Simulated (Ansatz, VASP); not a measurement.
# Two plane-wave programs on WC4

```
CELL_PARAMETERS angstrom
-2.40842 2.40842 2.40842
2.40842 -2.40842 2.40842
2.40842 2.40842 -2.40842
ATOMIC_POSITIONS crystal
W 0.00000 0.00000 0.00000
C 0.00000 0.00000 0.50000
C 0.50000 0.00000 0.00000
C 0.50000 0.50000 0.50000
C 0.00000 0.50000 0.00000
```

Change from the starting cell: species swapped into the NiHg4 type (Im-3m, No. 229).

Alike in both runs: functional PBE; k mesh 12 × 12 × 12; occupations gaussian, width 0.1 eV; no spin polarisation.

Ansatz relaxed the structure, and its values are those at the end. VASP's run is a single point on that final structure, the one shown.

```csv
,VASP,Ansatz
version,VASP 6.6.1,Ansatz 0.2.0
potentials or method,"VASP PAW PBE potentials, release 64 (W_sv, C)","scalar-relativistic, plane waves, PAW"
plane-wave cutoff (eV),520,420
valence electrons in the cell,30,30
```

Ansatz gave:

| Item | Value |
| --- | --- |
| gap on the k mesh at the Fermi level (eV) | none |
| pressure (GPa) | 0.0 |

Q: Estimate VASP's values.

A: gap on the k mesh at the Fermi level (eV): none; pressure (GPa): 0.3.

A gap of «none» marks a metal or a gap that the smearing closes. The functional is the same, so the differences come from potentials, cutoffs and numerics.

The runs have no spin-orbit coupling, so splittings on W are missing.
